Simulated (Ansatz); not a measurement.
## LiCl

**What was measured.** A printed reference work, data compilation reports, for a bulk crystal of LiCl at 298.15 K: lattice constant a 5.13988 Å.

The computed numbers are results of PBEsol, scalar-relativistic (no spin polarisation) in the plane-wave PAW code Ansatz at 420 eV, Γ-centred 10×10×10 mesh, 0.05 eV Gaussian smearing. The datasets are Ansatz's generated set soft_2.

```
CELL_PARAMETERS angstrom
0.00000 2.53215 2.53215
2.53215 0.00000 2.53215
2.53215 2.53215 0.00000
ATOMIC_POSITIONS crystal
Li 0.00000 0.00000 0.00000
Cl 0.50000 0.50000 0.50000
```

The chain of runs began from a cell as deposited in COD, expanded in volume. Of that entry: the entry's cell lengths or inner coordinates differ somewhat from later room-temperature determinations.

The cell above was scaled in volume, its shape and atoms being fixed by the lattice's symmetry. Energies are counted from the cell above.

The cell is relaxed to zero pressure at this level.

```tsv
V (Å³/atom)	ΔE (meV/atom)	P from the stress (GPa)
15.586	3.06	1.57
15.911	0.74	0.74
16.236	0.00	0.00
16.560	0.69	-0.67
16.885	2.65	-1.26
```

Do the energies and the pressures agree? Compare −ΔE/ΔV between neighbouring points (1 meV/Å³ = 0.1602 GPa) with the mean of their pressures.

```
interval (Å³/atom)  −ΔE/ΔV (GPa)  mean P (GPa)
    15.59 to 15.91           1.1           1.2
    15.91 to 16.24           0.4           0.4
    16.24 to 16.56          -0.3          -0.3
    16.56 to 16.89          -1.0          -1.0
```
They differ by 0.01 GPa at most.

What do the two routes give for V0, B0 and B0′?

A third-order Birch–Murnaghan fit of the energies: V0 = 16.24 Å³/atom, B0 = 35 GPa, B0′ = 4.3. A polynomial of P in ln V, with B = −dP/d ln V at P = 0: V0 = 16.24 Å³/atom, B0 = 35 GPa, B0′ = 4.4.

B0·V0 = 35.1 GPa × 16.24 Å³ = 3.56 eV/atom sets the scale: near the minimum ΔE ≈ ½ B0 V0 x², with x = V/V0 − 1, and a pressure of 0.4 GPa squeezes the volume by about 1 %. At the ends of the curve: x = −4.0 % predicts 2.8 meV/atom and the run gives 3.1; x = +4.0 % predicts 2.8 meV/atom and the run gives 2.7. Compression costs more and expansion less than the parabola says, since the crystal stiffens as it shrinks; B0′ measures that.

**Against experiment.** Measured lattice constant a of LiCl: 5.13988 Å (298.15 K; a printed reference work, data compilation). This calculation gives 5.064 Å (-1.5 %). The calculation is for a static lattice, without zero-point motion or thermal expansion.

